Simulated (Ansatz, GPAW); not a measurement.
**Fitting the LDA energy curve of TiAl3**

```
CELL_PARAMETERS angstrom
3.95567 0.00000 0.00000
0.00000 3.95567 0.00000
0.00000 0.00000 3.95567
ATOMIC_POSITIONS crystal
Ti 0.00000 0.00000 0.00000
Al 0.00000 0.50000 0.50000
Al 0.50000 0.00000 0.50000
Al 0.50000 0.50000 0.00000
```

The cell comes from a database or a generator and needn't be the stable form of this composition.

The cell was scaled at fixed shape and fractions and run with Ansatz, Ansatz PAW, cutoff 420 eV; LDA, k mesh 7 × 7 × 7 on the cell of 4 atoms, fermi-dirac occupations of 0.05 eV, no spin polarisation, no spin-orbit coupling. The potentials were made for PBE. Energies are those that the program minimises, any entropy of the smearing included. For a metal such a mesh isn't converged to the digits shown.

```tsv
V (Å³/atom)	energy over the lowest row (meV/atom)
14.5455	4.05
14.8550	0.00
15.1644	0.79
15.4739	5.95
15.7834	?
16.0929	27.64
16.4024	43.43
```

**Question.** Fit the third-order Birch-Murnaghan form, give V0, B0 and B′, and predict the energy left open.

**Answer.** With y = (V0/V)^(2/3), E = E0 + (9 V0 B0/16) [(y - 1)³ B′ + (y - 1)² (6 - 4y)]. Least squares through the rows shown give V0 = 14.9553 Å³/atom, E0 = -0.25 meV, B0 = 117.1 GPa (1 eV/Å³ = 160.218 GPa) and B′ = 4.13, with a largest miss of 0.00 meV. At V = 15.7834 the form with these constants gives 15.03 meV; the run gave 15.02 meV an atom. Other set-ups at this level, from all their volumes (Å³/atom, GPa): GPAW, the program's PAW data sets (release 1.2.1) made for this functional: V0 15.011, B0 117.2.
